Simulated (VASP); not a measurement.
## Cs: relaxation of the atoms with PBE+D3

Crystal: Cs.

```xyz
1
Lattice="-3.1281 3.1898 3.1139 3.0946 -3.1627 3.0533 3.1433 3.1779 -3.0868" Properties=species:S:1:pos:R:3 pbc="T T T"
Cs   -0.1668    0.1650   -0.0674
```

The cell isn't the ideal one: cell strained at random at fixed volume.

- Program: VASP 6.6.1
- Task: relaxation of the atoms
- Functional: PBE
- Dispersion: D3
- Potentials or basis: VASP PAW PBE potentials, release 64 (Cs_sv)
- Cutoff: 500 eV
- k mesh: 6 × 6 × 6
- Occupations: methfessel-paxton, width 0.2 eV
- Spin: no spin polarisation
- Further INCAR settings: ALGO = Normal; EDIFF = 1e-07; IBRION = 2; EDIFFG = -0.02; NSW = 40

```
Pressure after relaxing    : -0.1 GPa
Band gap on the k mesh     : none (metal or under the smearing width)
Dispersion energy per atom : -0.109 eV
```

Final structure:
```cif
data_structure
_symmetry_space_group_name_H-M 'P 1'
_symmetry_Int_Tables_number 1
_cell_length_a 5.4457
_cell_length_b 5.3761
_cell_length_c 5.4321
_cell_angle_alpha 109.500
_cell_angle_beta 108.340
_cell_angle_gamma 110.517
_cell_volume 122.48
loop_
_atom_site_label
_atom_site_type_symbol
_atom_site_fract_x
_atom_site_fract_y
_atom_site_fract_z
_atom_site_occupancy
Cs1 Cs 0.01484 0.96194 0.99916 1
```

Levels at points of the mesh, in eV from the Fermi level:
```csv
k point,band 1,band 2,band 3,band 4,band 5,band 6,band 7,band 8
"(0.00, 0.00, 0.00)",-23.90,-10.65,-10.65,-10.65,-1.62,2.38,2.45,2.52
"(0.50, 0.00, 0.00)",-23.89,-10.76,-10.69,-10.65,0.04,0.79,1.66,3.08
"(0.00, 0.50, 0.00)",-23.89,-10.76,-10.69,-10.65,0.09,0.86,1.57,3.12
"(0.50, 0.50, 0.00)",-23.89,-10.76,-10.69,-10.65,0.04,0.79,1.71,3.01
"(0.00, 0.00, 0.50)",-23.89,-10.76,-10.68,-10.65,0.03,0.77,1.70,3.03
"(0.50, 0.00, 0.50)",-23.89,-10.76,-10.69,-10.65,0.06,0.82,1.57,3.17
"(0.00, 0.50, 0.50)",-23.89,-10.76,-10.69,-10.65,0.06,0.82,1.66,3.04
"(0.50, 0.50, 0.50)",-23.89,-10.73,-10.73,-10.72,0.67,0.72,2.72,2.88
```

Wall time 75 s on 1 thread of Intel(R) Xeon(R) Platinum 8488C (Sapphire Rapids), with other jobs on the host, peak memory 0.3 GiB.

Caveat: the relaxation stopped at its first step, so nothing moved; pairwise dispersion overbinds metals, which lowers pressure and volume. The run has no spin-orbit coupling, so splittings on Cs are missing.
